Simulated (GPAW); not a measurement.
## Zn: single point with PBE

Crystal: Zn.

```xyz
2
Lattice="-0.0049 -3.0174 -0.0541 -3.1123 -0.0049 0.0088 0.0088 -0.0541 -3.0409" Properties=species:S:1:pos:R:3 pbc="T T T"
Zn   -1.5625   -1.5240   -1.5670
Zn   -3.0951   -0.0732   -3.0082
```

The cell isn't the ideal one: all atoms moved at random, sigma 0.05 Å a component, cell strained at random, sigma 0.03.

```json
{
 "Program": "GPAW 26.7.0",
 "Task": "single point",
 "Functional": "PBE",
 "Potentials or basis": "GPAW PAW data sets (gpaw-data 1.2.1)",
 "Cutoff": "600 eV",
 "Basis": "pw",
 "k mesh": "9 × 9 × 9",
 "Occupations": "fermi-dirac, width 0.05 eV",
 "Spin": "no spin polarisation",
 "Maxiter": "150"
}
```

| Quantity | Value |
| --- | --- |
| Pressure | 5.7 GPa |
| Largest force | 0.223 eV/Å |
| Band gap on the k mesh | none (metal or under the smearing width) |

Forces in eV/Å, atoms in the order of the input:
```
Zn   0.066 -0.123  0.174
Zn  -0.066  0.123 -0.174
```

Stress tensor (GPa, compression positive):
```
 6.94 -0.28  0.21
-0.28  4.39 -1.00
 0.21 -1.00  5.73
```

Levels at points of the mesh, in eV from the Fermi level:
| k point | band 9 | band 10 | band 11 | band 12 | band 13 | band 14 | band 15 | band 16 |
| --- | --- | --- | --- | --- | --- | --- | --- | --- |
| (0.00, 0.00, 0.00) | -7.31 | -7.27 | -7.20 | 3.57 | 4.26 | 4.64 | 7.84 | 8.72 |

Run time: 68 s on 1 thread of Intel(R) Xeon(R) 6975P-C (Granite Rapids), on a shared host, peak memory 0.31 GiB.
